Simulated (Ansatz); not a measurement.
Input, command and steps of an Ansatz relaxation.

```yaml
crystal:
  lattice:
    - [1.6863442931, 0.9736113316, 3.7491541146]
    - [-1.6863442931, 0.9736113316, 3.7491541146]
    - [0.0, -1.9472226631, 3.7491541146]
  atoms:
    - { symbol: O, position: [0.0535575769, 0.0535575769, 0.0535575769], spin: 0.61 }
    - { symbol: O, position: [0.9464424231, 0.9464424231, 0.9464424231], spin: 0.61 }
basis:
  ecutwfc: 420
kpoints:
  mp_grid: { grid: [12, 12, 12] }
hamiltonian:
  xc: pbe
  dispersion: d3bj
scf:
  occupations: { method: gaussian, width: 0.02 }
output:
  forces: true
  stress: true
  eigenvalues: true
  populations: true
magnetization:
  spin_polarized: true
relax:
  adjacent_minimum: "off"
  f_tol: 0.01
  max_steps: 30
  cell: { stress_tol: 0.1, fix: [volume] }
```

```bash
ansatz run input.yaml --threads 1 --pin off --max-ram 2560MiB --backend cpu --events-out ev --progress --plain --runs-dir out
```

Level of theory: DFT PBE+D3(BJ), scalar-relativistic, plane waves, PAW (Ansatz).

The volume is held at 0.88 times that of the relaxed cell.

Of 4 frames 3 are shown, positions in Å and forces in eV/Å; the SCF threshold varies from step to step. Steps run on the plane waves of an earlier cell, with a Pulay correction in the pressure. The basis is chosen afresh for the last frame, the zero of the energies, and at times for earlier ones too; energy and pressure step there, also at an unchanged geometry.

```xyz
2
Lattice="1.6863 0.9736 3.7492 -1.6863 0.9736 3.7492 0.0000 -1.9472 3.7492" Properties=species:S:1:pos:R:3:forces:R:3 pbc="T T T" step=1 free_energy_over_end_meV_per_atom=3.25 pressure_GPa=2.19
O     0.0000    0.0000    0.6024    0.0000    0.0000    0.9853
O     0.0000    0.0000   10.6451    0.0000    0.0000   -0.9853
2
Lattice="1.6849 0.9728 3.7556 -1.6849 0.9728 3.7556 0.0000 -1.9455 3.7556" Properties=species:S:1:pos:R:3:forces:R:3 pbc="T T T" step=2 free_energy_over_end_meV_per_atom=0.22 pressure_GPa=0.97
O     0.0000    0.0000    0.6072    0.0000    0.0000    0.2763
O     0.0000    0.0000   10.6598    0.0000    0.0000   -0.2763
2
Lattice="1.6833 0.9718 3.7628 -1.6833 0.9718 3.7628 0.0000 -1.9437 3.7628" Properties=species:S:1:pos:R:3:forces:R:3 pbc="T T T" step=4 free_energy_over_end_meV_per_atom=0.00 pressure_GPa=0.50
O     0.0000    0.0000    0.6091    0.0000    0.0000    0.0077
O     0.0000    0.0000   10.6793    0.0000    0.0000   -0.0077
```

The run took 61 s on 1 thread of Arm Neoverse N1, with other jobs on the host, peak memory 0.41 GiB.